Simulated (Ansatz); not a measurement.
Density of states of S (R-3, a = 10.419 Å, b = 10.419 Å, c = 4.378 Å, α = 90.00°, β = 90.00°, γ = 120.00°), in states per eV and primitive cell, averaged over bins of 0.4 eV. Computed with DFT PBEsol, scalar-relativistic, plane waves, PAW in Ansatz.

Cutoff 420 eV; k points 6×6×6 on the computed 6-atom cell (Γ-centred); Gaussian smearing, width 0.02 eV; no spin polarisation.

The cell is relaxed at this level. The states (both spins) are summed by tetrahedra on a 9×9×9 mesh at the self-consistent density. Energies are bin centres; the table starts no lower than −8 eV and ends at 6 eV, or lower where the solved bands end.

The gap is 2.01 eV at this level, with the zero inside it.

```
E − E_F (eV) total S 3p S 3s
       -7.25   5.03  4.89  0.04
       -6.85   2.05  1.85  0.17
       -6.45   2.55  2.29  0.23
       -6.05   4.04  3.53  0.45
       -5.65   6.33  5.43  0.81
       -5.25   1.91  1.73  0.16
       -4.85   3.15  2.82  0.27
       -4.45   4.77  4.28  0.41
       -4.05   5.11  4.51  0.51
       -3.65   0.06  0.05  0.01
       -3.25   0.00  0.00  0.00
       -2.85   1.03  0.95  0.06
       -2.45   5.35  5.00  0.25
       -2.05   9.62  9.08  0.29
       -1.65   6.20  5.86  0.19
       -1.25   2.65  2.46  0.10
       -0.85   0.16  0.15  0.00
       -0.45   0.00  0.00  0.00
       -0.05   0.00  0.00  0.00
        0.35   0.00  0.00  0.00
        0.75   0.00  0.00  0.00
        1.15   4.12  3.16  0.59
        1.55   4.51  3.55  0.53
        1.95   4.27  3.45  0.34
        2.35   4.18  3.43  0.23
        2.75   5.91  5.00  0.24
        3.15   4.97  4.19  0.21
        3.55   1.96  1.67  0.09
        3.95   0.08  0.07  0.00
        4.35   0.00  0.00  0.00
        4.75   0.40  0.03  0.00
        5.15   1.88  0.12  0.01
        5.55   2.93  0.16  0.02
```

The columns after the total are the Löwdin projections on the occupied valence shells of the potentials. The rest of the total lies in shells that are empty in the free atom, which aren't projected, and between the atoms.

The cell holds molecules, and where no dispersion correction was added their binding is poorly described.

This form isn't the element's structure at ambient conditions.

Cost: 1 run of about 1.5 core-minutes, on Arm Neoverse V1 (shared hosts).